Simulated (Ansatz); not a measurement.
# AlN: an energy map of one atom

This session takes AlN and sets out to map the energy of atom 1 (Al) over a plane.

Computed with Ansatz 0.2.0 (DFT PBE, scalar-relativistic, plane waves, PAW, unless a step's input says otherwise).

## (1) The structure to begin with

The structure is cubic, space group F-43m (No. 216). Conventional cell: a = 4.368 Å, b = 4.368 Å, c = 4.368 Å, α = 90.00°, β = 90.00°, γ = 90.00°. Around Al (site symmetry -43m) lie 4 N at 1.89 Å. N (site symmetry -43m) has 4 Al at 1.89 Å as nearest neighbours.

As a file:

```xyz
2
Lattice="0.0000 2.1840 2.1840 2.1840 0.0000 2.1840 2.1840 2.1840 0.0000" Properties=species:S:1:pos:R:3 pbc="T T T"
Al    0.0000    0.0000    0.0000
N     3.2760    3.2760    3.2760
```

It goes back to an entry of the Materials Project, which need not be the stable form.

The cell is taken as given, not relaxed at this level.

## (2) The reference cell

Reference values: F = -924.2035 eV; pressure 4.86 GPa; largest force 0.000 eV/Å; gap on the mesh 3.33 eV. It was computed beforehand with the settings of the runs below.

## (3) The scan: an energy map of one atom

Atom 1 (Al) is moved by p along (1.000, 0.000, 0.000) and q along (0.000, 1.000, 0.000) (Å), all else fixed; its images in the other cells move with it. Points alike by symmetry are run once.

## (4) Point p = -0.300, q = -0.300

input.yaml

```yaml
crystal:
  lattice:
    - [0.0, 2.1839935596, 2.1839935596]
    - [2.1839935596, 0.0, 2.1839935596]
    - [2.1839935596, 2.1839935596, 0.0]
  atoms:
    - { symbol: Al, position: [0.0, 0.0, -0.1373630424] }
    - { symbol: "N", position: [0.75, 0.75, 0.75] }
basis:
  ecutwfc: 420
kpoints:
  mp_grid: { grid: [10, 10, 10] }
hamiltonian:
  xc: pbe
scf:
  occupations: { method: gaussian, width: 0.05 }
output:
  forces: true
  stress: true
  eigenvalues: true
  write_density: true
  write_potential: true
  elf: true
  volumetric_format: npy
```

On the command line:

```console
$ ansatz run input.yaml --threads 1 --pin off --max-ram 2560MiB --backend cpu --events-out ev --progress --plain --runs-dir out
```

Standard output, shortened:

```text
Warning: RAYON_NUM_THREADS=1 ignored (pool sized by the plan → 1); use --threads N
[...]
Pseudopotentials: kind: paw
Pseudopotential: Al, paw, valence charge 3, recommended cutoff 420 eV (normal), Al.paw.azcp
Pseudopotential: N, paw, valence charge 5, recommended cutoff 420 eV (normal), N.paw.azcp
Functional definition: PBE
[...]
Crystal: 2 atoms, lattice volume = 20.835 Å³
Basis set: ecut = 420 eV, 411 PW (Γ), exchange–correlation on 48×48×48 points (8 copies of the dense FFT grid, shifted against one another)
Bands: 8, of which v1, the nominal top of the filled ones, is band 4 counted from 1 (3 counted from 0)
Symmetry: 2 space group operations
Space group: Cm (ITA 8), of the structure as read, at distance tolerance 2.8e-5 Å
k-points: 282 of 1000 (time reversal used)
[...]
SCF iter   1: F=—  HF=-922.688032 eV  |F-HF|=—  |Δ(HF+E_count)|=         —  Δρ=2.23e-3  dr2=5.64e-4  ethr=1.77e-3  ⟨swp⟩=5.3  Hψ=16969  notcnv=0
[...]
SCF iter   6: F=-922.688526 eV  HF=-922.688526 eV  |F-HF|=1.78e-10  |Δ(HF+E_count)|=   4.80e-8  Δρ=2.73e-6  dr2=6.92e-10  ethr=2.52e-10  ⟨swp⟩=4.6  Hψ=10277  notcnv=0
[...]
SCF converged after 6 iterations
Free energy (F): -922.688526 eV
[...]
E sigma→0 (E₀):  -922.688526 eV
Fermi energy:    8.972448 eV
[...]
--- Forces (eV/Å), atoms counted from 1 ---
  atom   1  Al     5.68027987     5.68027987     6.29835193
  atom   2  N     -5.68026353    -5.68026353    -6.29832976
[...]
--- Stress (GPa, compression-positive) ---
       19.939807      23.676661      32.521126
       23.676661      19.939807      32.521126
       32.521280      32.521280      47.829298
  P = ⅓ Tr σ = 29.2363 GPa (292.363 kbar)
--- Band table (eV; the first three rows and the last of 282) ---
  k-point 0: bands = ["-8.0442", "5.9172", "6.9045", "7.7849", "10.7843", "19.4436", "19.6093", "19.8606"]
[...]
```

It took 3.1 s on 1 thread of Intel Xeon 6975P-C (Granite Rapids), shared host; peak memory 0.38 GiB.

Axes a, b and c in the maps are those of this run's conventional cell (a, b, c = 5.350, 3.089, 3.089 Å).

Density in a lattice plane of the grid's cell (edges 5.35 and 3.09 Å, at 0.500 of the third edge), which holds Al and N.

Values in e/Å³, 6 rows by 12 columns:
```
0.18 0.27 0.29 0.23 0.18 0.18 0.17 0.12 0.08 0.06 0.07 0.10
0.07 0.08 0.12 0.22 0.38 0.39 0.24 0.13 0.08 0.07 0.07 0.07
0.06 0.10 0.29 0.87 1.43 0.94 0.38 0.15 0.11 0.12 0.09 0.07
0.10 0.35 1.54 3.31 3.28 1.18 0.22 0.08 0.14 0.16 0.11 0.07
0.23 0.94 3.00 3.71 1.99 0.35 0.06 0.09 0.17 0.14 0.09 0.10
0.31 0.84 1.39 1.03 0.39 0.08 0.08 0.13 0.13 0.09 0.07 0.12
```
Columns run along the first of these edges and rows up along the second, over one cell in 12 and 6 even steps from the bottom left corner. Atoms in the plane (fractional): Al at (0.50, 0.14), N at (0.25, 0.25).

ELF in the same plane.

Ten even steps from '0' (0.00) to '9' (0.86):
```
678888852000011110000124
455665322344321100000112
122221135776432100000011
000112468887642111100000
000125789998753111110000
001368999999862111111000
013688877999730011111000
136886336997200001111000
368972038982000001110001
589863489830000011110012
789877899400000011100014
789999996100000111000125
```
Columns run along the first of these edges and rows up along the second, over one cell in 24 and 12 even steps from the bottom left corner. Atoms in the plane (fractional): Al at (0.50, 0.14), N at (0.25, 0.25).

Both are smooth fields of the valence electrons: close to the nuclei they are not physical.

Outside the cores ELF peaks at 0.88 on the N–Al line, 0.8 Å from N; 0.88 beside N, off the lines to its neighbours, 0.7 Å from N.

## (5) Point p = -0.300, q = 0.000

Edit input.yaml of step 4 so:

```diff
@@ -6,3 +6,3 @@
   atoms:
-    - { symbol: Al, position: [0.0, 0.0, -0.1373630424] }
+    - { symbol: Al, position: [0.0686815212, -0.0686815212, -0.0686815212] }
     - { symbol: "N", position: [0.75, 0.75, 0.75] }
@@ -20,5 +20 @@
   eigenvalues: true
-  write_density: true
-  write_potential: true
-  elf: true
-  volumetric_format: npy
```

On the command line:

```console
$ ansatz run input.yaml --threads 1 --pin off --max-ram 2560MiB --backend cpu --events-out ev --progress --plain --runs-dir out
```

Standard output, shortened:

```text
[...]
SCF converged after 6 iterations
Free energy (F): -923.574497 eV
[...]
E sigma→0 (E₀):  -923.574497 eV
Fermi energy:    8.912163 eV
[...]
--- Forces (eV/Å), atoms counted from 1 ---
  atom   1  Al     3.99525211     0.00000000    -0.00000000
  atom   2  N     -3.99525015    -0.00000000     0.00000000
[...]
--- Stress (GPa, compression-positive) ---
        3.767986       0.000000      -0.000000
        0.000000      21.378284      23.896585
       -0.000000      23.896585      21.378284
  P = ⅓ Tr σ = 15.5082 GPa (155.082 kbar)
--- Band table (eV; the first three rows and the last of 171) ---
  k-point 0: bands = ["-8.0283", "6.1297", "7.0277", "7.6103", "10.9434", "19.4759", "19.5963", "19.6766"]
[...]
```

It took 1.4 s on 1 thread of Intel Xeon 6975P-C (Granite Rapids), shared host; peak memory 0.34 GiB.

## (6) At p = -0.300, q = -0.150

Edit input.yaml of step 5 so:

```diff
@@ -6,3 +6,3 @@
   atoms:
-    - { symbol: Al, position: [0.0686815212, -0.0686815212, -0.0686815212] }
+    - { symbol: Al, position: [0.0343407606, -0.0343407606, -0.1030222818] }
     - { symbol: "N", position: [0.75, 0.75, 0.75] }
```

On the command line:

```console
$ ansatz run input.yaml --threads 1 --pin off --max-ram 2560MiB --backend cpu --events-out ev --progress --plain --runs-dir out
```

Standard output, shortened:

```text
Warning: RAYON_NUM_THREADS=1 ignored (pool sized by the plan → 1); use --threads N
[...]
Pseudopotentials: kind: paw
Pseudopotential: Al, paw, valence charge 3, recommended cutoff 420 eV (normal), Al.paw.azcp
Pseudopotential: N, paw, valence charge 5, recommended cutoff 420 eV (normal), N.paw.azcp
Functional definition: PBE
[...]
Crystal: 2 atoms, lattice volume = 20.835 Å³
Basis set: ecut = 420 eV, 411 PW (Γ), exchange–correlation on 48×48×48 points (8 copies of the dense FFT grid, shifted against one another)
Bands: 8, of which v1, the nominal top of the filled ones, is band 4 counted from 1 (3 counted from 0)
Symmetry: 1 space group operations
Space group: P1 (ITA 1), of the structure as read, at distance tolerance 2.8e-5 Å
k-points: 504 of 1000 (time reversal used)
[...]
SCF iter   1: F=—  HF=-923.346393 eV  |F-HF|=—  |Δ(HF+E_count)|=         —  Δρ=1.61e-3  dr2=2.71e-4  ethr=1.77e-3  ⟨swp⟩=5.1  Hψ=30150  notcnv=0
[...]
SCF iter   6: F=-923.346770 eV  HF=-923.346770 eV  |F-HF|=8.37e-10  |Δ(HF+E_count)|=   2.32e-8  Δρ=2.32e-6  dr2=3.72e-10  ethr=1.16e-10  ⟨swp⟩=1.8  Hψ=12322  notcnv=0
[...]
SCF converged after 6 iterations
Free energy (F): -923.346770 eV
[...]
E sigma→0 (E₀):  -923.346770 eV
Fermi energy:    8.937182 eV
[...]
--- Forces (eV/Å), atoms counted from 1 ---
  atom   1  Al     4.41951360     3.00924334     2.98677199
  atom   2  N     -4.41950797    -3.00924072    -2.98677178
[...]
--- Stress (GPa, compression-positive) ---
        7.873197      12.289090      14.881382
       12.288525      21.185009      26.311318
       14.880796      26.311588      28.085417
  P = ⅓ Tr σ = 19.0479 GPa (190.479 kbar)
--- Band table (eV; the first three rows and the last of 504) ---
  k-point 0: bands = ["-8.0331", "6.0724", "6.9726", "7.6752", "10.9032", "19.4783", "19.5599", "19.7528"]
[...]
```

Run time: 3.8 s. Hardware: 1 thread of Intel Xeon 6975P-C (Granite Rapids), shared host; peak memory 0.43 GiB.

## (7) At p = -0.150, q = 0.000

Edit input.yaml of step 6 so:

```diff
@@ -6,3 +6,3 @@
   atoms:
-    - { symbol: Al, position: [0.0343407606, -0.0343407606, -0.1030222818] }
+    - { symbol: Al, position: [0.0343407606, -0.0343407606, -0.0343407606] }
     - { symbol: "N", position: [0.75, 0.75, 0.75] }
```

On the command line:

```console
$ ansatz run input.yaml --threads 1 --pin off --max-ram 2560MiB --backend cpu --events-out ev --progress --plain --runs-dir out
```

Standard output, shortened:

```text
Warning: RAYON_NUM_THREADS=1 ignored (pool sized by the plan → 1); use --threads N
[...]
Pseudopotentials: kind: paw
Pseudopotential: Al, paw, valence charge 3, recommended cutoff 420 eV (normal), Al.paw.azcp
Pseudopotential: N, paw, valence charge 5, recommended cutoff 420 eV (normal), N.paw.azcp
Functional definition: PBE
[...]
Crystal: 2 atoms, lattice volume = 20.835 Å³
Basis set: ecut = 420 eV, 411 PW (Γ), exchange–correlation on 48×48×48 points (8 copies of the dense FFT grid, shifted against one another)
Bands: 8, of which v1, the nominal top of the filled ones, is band 4 counted from 1 (3 counted from 0)
Symmetry: 4 space group operations
Space group: Imm2 (ITA 44), of the structure as read, at distance tolerance 2.8e-5 Å
k-points: 171 of 1000 (time reversal used)
[...]
SCF iter   1: F=—  HF=-924.040475 eV  |F-HF|=—  |Δ(HF+E_count)|=         —  Δρ=8.99e-4  dr2=5.82e-5  ethr=1.77e-3  ⟨swp⟩=4.7  Hψ=10043  notcnv=0
[...]
SCF iter   6: F=-924.040666 eV  HF=-924.040666 eV  |F-HF|=2.96e-10  |Δ(HF+E_count)|=   7.17e-9  Δρ=1.33e-6  dr2=1.25e-10  ethr=2.89e-11  ⟨swp⟩=1.6  Hψ=4186  notcnv=0
[...]
SCF converged after 6 iterations
Free energy (F): -924.040666 eV
[...]
E sigma→0 (E₀):  -924.040666 eV
Fermi energy:    8.803390 eV
[...]
--- Forces (eV/Å), atoms counted from 1 ---
  atom   1  Al     2.14612596     0.00000000    -0.00000000
  atom   2  N     -2.14612851    -0.00000000     0.00000000
[...]
--- Stress (GPa, compression-positive) ---
        4.667131       0.000000      -0.000000
        0.000000       9.083683      11.004406
       -0.000000      11.004406       9.083683
  P = ⅓ Tr σ = 7.6115 GPa (76.115 kbar)
--- Band table (eV; the first three rows and the last of 171) ---
  k-point 0: bands = ["-8.0056", "6.5523", "6.9834", "7.3328", "11.1028", "19.5053", "19.5808", "19.5928"]
[...]
```

Wall time 1.4 s (1 thread of Intel Xeon 6975P-C (Granite Rapids), shared host); peak memory 0.34 GiB.

## (8) p = -0.150, q = -0.150

Edit input.yaml of step 7 so:

```diff
@@ -6,3 +6,3 @@
   atoms:
-    - { symbol: Al, position: [0.0343407606, -0.0343407606, -0.0343407606] }
+    - { symbol: Al, position: [0.0, 0.0, -0.0686815212] }
     - { symbol: "N", position: [0.75, 0.75, 0.75] }
```

On the command line:

```console
$ ansatz run input.yaml --threads 1 --pin off --max-ram 2560MiB --backend cpu --events-out ev --progress --plain --runs-dir out
```

Standard output, shortened:

```text
[...]
SCF converged after 6 iterations
Free energy (F): -923.861413 eV
[...]
E sigma→0 (E₀):  -923.861413 eV
Fermi energy:    8.862736 eV
[...]
--- Forces (eV/Å), atoms counted from 1 ---
  atom   1  Al     2.36449375     2.36449375     1.42504421
  atom   2  N     -2.36449688    -2.36449688    -1.42504970
[...]
--- Stress (GPa, compression-positive) ---
        8.880705       6.413970      12.097510
        6.413970       8.880705      12.097510
       12.097204      12.097204      13.928724
  P = ⅓ Tr σ = 10.5634 GPa (105.634 kbar)
--- Band table (eV; the first three rows and the last of 282) ---
  k-point 0: bands = ["-8.0133", "6.3969", "6.9558", "7.4714", "11.0523", "19.5169", "19.5244", "19.6653"]
[...]
```

It took 2.2 s on 1 thread of Intel Xeon 6975P-C (Granite Rapids), shared host; peak memory 0.37 GiB.

## (9) Results of the scan

Energy above the undisturbed cell in eV/cell; points alike by symmetry are filled in, and a dash was not computed:

```csv
p \ q,-0.300,-0.150,0.000,0.150,0.300
-0.300,1.515,0.857,0.629,0.857,1.515
-0.150,0.857,0.342,0.163,0.342,0.857
0.000,0.629,0.163,0.000,0.163,0.629
0.150,0.857,0.342,0.163,0.342,0.857
0.300,1.515,0.857,0.629,0.857,1.515
```

Pressure in GPa:

| p \ q | -0.300 | -0.150 | 0.000 | 0.150 | 0.300 |
| --- | --- | --- | --- | --- | --- |
| -0.300 | 29.2 | 19.0 | 15.5 | 19.0 | 29.2 |
| -0.150 | 19.0 | 10.6 | 7.6 | 10.6 | 19.0 |
| 0.000 | 15.5 | 7.6 | 4.9 | 7.6 | 15.5 |
| 0.150 | 19.0 | 10.6 | 7.6 | 10.6 | 19.0 |
| 0.300 | 29.2 | 19.0 | 15.5 | 19.0 | 29.2 |

Gap on the mesh in eV:

| p \ q | -0.300 | -0.150 | 0.000 | 0.150 | 0.300 |
| --- | --- | --- | --- | --- | --- |
| -0.300 | 2.38 | 2.52 | 2.60 | 2.52 | 2.38 |
| -0.150 | 2.52 | 2.78 | 2.94 | 2.78 | 2.52 |
| 0.000 | 2.60 | 2.94 | 3.33 | 2.94 | 2.60 |
| 0.150 | 2.52 | 2.78 | 2.94 | 2.78 | 2.52 |
| 0.300 | 2.38 | 2.52 | 2.60 | 2.52 | 2.38 |

## (10) What came out

| quantity | value |
| --- | --- |
| highest point | 1.515 eV/cell at (p, q) = (-0.300, -0.300) |
| lowest point away from the origin | 0.163 eV/cell at (-0.150, 0.000) |

What this shows: No computed point lies below the origin. Read as harmonic, the points at ±0.150 Å give force constants of 14.47 eV/Å² along p and 14.47 eV/Å² along q, so the site is nearly isotropic in this plane. The gap on the mesh runs from 2.38 to 3.33 eV over the map.

These are semilocal Kohn-Sham gaps, which aren't the measured quantity. Such gaps usually fall short of the measured ones.
